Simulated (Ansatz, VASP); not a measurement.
**ZnO (zincite): VASP beside Ansatz**

Contents of POSCAR:

```
ZnO
1.0
    3.2708272232      0.0000000000      0.0000000000
   -1.6354136116      2.8326194666      0.0000000000
    0.0000000000      0.0000000000      5.2401848988
Zn O
2 2
Direct
    0.6666666667      0.3333333333      0.0000000000
    0.3333333333      0.6666666667      0.5000000000
    0.3333333333      0.6666666667      0.8790100000
    0.6666666667      0.3333333333      0.3790100000
```

File INCAR.step1:

```
PREC = Accurate
ENCUT = 520
ISMEAR = -1
SIGMA = 0.05
LREAL = F
LASPH = T
NELM = 100
NBANDS = 26
GGA = PE
ALGO = Normal
EDIFF = 1E-4
LWAVE = T
LCHARG = F
```

Contents of INCAR.step2:

```
PREC = Accurate
ENCUT = 520
EDIFF = 1E-7
ISMEAR = -1
SIGMA = 0.05
LREAL = F
LASPH = T
NELM = 100
ALGO = Normal
ISIF = 2
LWAVE = F
LCHARG = F
METAGGA = R2SCAN
LMIXTAU = T
LUSE_VDW = T
IVDW_NL = 2
BPARAM = 11.95
CPARAM = 0.0093
NBANDS = 26
ISTART = 1
```

The input KPOINTS:

```
regular mesh
0
Gamma
  9 9 5
```

The input input.yaml:

```yaml
crystal:
  lattice:
    - [3.2708272232, 0.0, 0.0]
    - [-1.6354136116, 2.8326194666, 0.0]
    - [0.0, 0.0, 5.2401848988]
  atoms:
    - { symbol: Zn, position: [0.6666666667, 0.3333333333, 0.0] }
    - { symbol: Zn, position: [0.3333333333, 0.6666666667, 0.5] }
    - { symbol: O, position: [0.3333333333, 0.6666666667, 0.87901] }
    - { symbol: O, position: [0.6666666667, 0.3333333333, 0.37901] }
hamiltonian:
  xc: r2scan
  pseudopotentials: { kind: paw }
  dispersion: rvv10
kpoints:
  mp_grid: { grid: [9, 9, 5] }
scf:
  occupations: { method: fermi_dirac, width: 0.05 }
output:
  forces: true
  stress: true
  eigenvalues: true
```

Alike in both runs: task single point; functional r2SCAN; dispersion rVV10; k mesh 9 × 9 × 5; occupations fermi-dirac, width 0.05 eV; no spin polarisation.

|  | VASP | Ansatz |
| --- | --- | --- |
| version | VASP 6.6.1 | Ansatz 0.2.0 |
| potentials or method | VASP PAW PBE potentials, release 64 (Zn, O) | Ansatz PAW |
| plane-wave cutoff (eV) | 520 | 500 |
| valence electrons in the cell | 36 | 36 |

|  | VASP | Ansatz | Ansatz less VASP |
| --- | --- | --- | --- |
| gap on the k mesh at the Fermi level (eV) | 1.14 | 1.15 | +0.003 |
| least direct gap on the mesh (eV) | 1.14 | 1.15 | +0.003 |
| pressure (GPa) | -4.2 | -5.2 | -0.99 |
| largest component of the traceless stress (GPa) | 1.07 | 0.98 | -0.093 |
| rms of the force components (eV/Å) | 0.049 | 0.036 | -0.0129 |

Atom by atom the forces differ by 0.013 eV/Å (rms over components).

Caveats: the PAW data sets were made with another functional, which shifts forces and pressure a little (VASP); odd divisions of the mesh miss points on the zone boundary, where band edges often lie, so the gap on the mesh can be too wide (Ansatz); the PAW data sets come from PBE, with cores solved anew for the run's functional, which leaves a small shift of forces and pressure (Ansatz). r2SCAN opens gaps a little over a GGA but as a rule still falls short of measured ones.
